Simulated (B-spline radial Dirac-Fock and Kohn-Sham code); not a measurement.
The Be-like isoelectronic sequence (4 electrons), Z = 34 to 50

These are calculated numbers from a B-spline atomic structure program; the model is ΔSCF Dirac-Fock with Breit, self-energy and vacuum polarisation, finite nucleus, configuration average. Binding energies in eV, tabulated ground configurations ([He] 2s2 throughout). Correlation and solid-state effects are left out.

```
  ion       1s  outermost level  NIST ionisation energy
Se³⁰⁺  15000.1      3499.7 (2s)                3507 ± 3
Br³¹⁺  15937.8      3727.8 (2s)                3735 ± 4
Kr³²⁺  16905.2      3963.5 (2s)                3971 ± 4
Rb³³⁺  17902.7      4206.8 (2s)                4214 ± 4
Sr³⁴⁺  18930.3      4457.9 (2s)                4465 ± 4
Zr³⁶⁺  21076.8      4983.4 (2s)                4991 ± 5
Nb³⁷⁺  22196.0      5258.0 (2s)                5265 ± 5
Mo³⁸⁺  23346.2      5540.6 (2s)                5548 ± 5
Tc³⁹⁺  24527.6      5831.2 (2s)                5838 ± 6
Ru⁴⁰⁺        ?                ?                       ?
Rh⁴¹⁺  26984.8      6436.8 (2s)                6444 ± 6
Pd⁴²⁺  28261.1      6752.0 (2s)                6759 ± 6
Ag⁴³⁺  29569.5      7075.5 (2s)                7082 ± 7
Cd⁴⁴⁺  30910.2      7407.4 (2s)                7414 ± 7
In⁴⁵⁺  32283.7      7747.8 (2s)                7754 ± 7
Sn⁴⁶⁺  33690.0      8096.8 (2s)                8103 ± 7
```

Task: Fill in the row of Ru⁴⁰⁺.

Result: 1s 25740.4, outermost 6129.9 (2s), NIST 6137 ± 6 eV.

NIST's values are for the lowest levels; a dash marks a value that is missing or belongs to another shell. Their kind here: semi-empirical.
